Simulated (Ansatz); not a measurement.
TiSi2:

```
CELL_PARAMETERS angstrom
0.00000 4.11752 4.26290
2.38951 0.00000 4.26290
2.38951 4.11752 0.00000
ATOMIC_POSITIONS crystal
Ti 0.75000 0.75000 0.75000
Ti 0.50000 0.50000 0.50000
Si 0.41257 0.08743 0.41257
Si 0.08743 0.41257 0.08743
Si 0.16257 0.83743 0.16257
Si 0.83743 0.16257 0.83743
```

The cell is a database's computed one.

Base run:

* Program: Ansatz 0.2.0
* Functional: PBEsol
* Potentials or basis: Ansatz PAW
* Cutoff: 420 eV (not typed: the program's choice for these potentials)
* k mesh: 7 × 7 × 7
* Occupations: fermi-dirac, width 0.05 eV
* Spin: no spin polarisation

Its results: band gap on the k mesh none (metal or under the smearing width); pressure -2.0 GPa; largest force 0.048 eV/Å.

**Question.** The run is repeated on the same cell with these changes: functional from PBEsol to PBE; occupations from fermi-dirac, width 0.05 eV to gaussian, width 0.011 eV. What comes out?

**Answer.** Band gap on the k mesh none (metal or under the smearing width); pressure 2.1 GPa; largest force 0.012 eV/Å.

Caveats: the PAW data sets come from PBE, with cores solved anew for the run's functional, which leaves a small shift of forces and pressure (some runs).
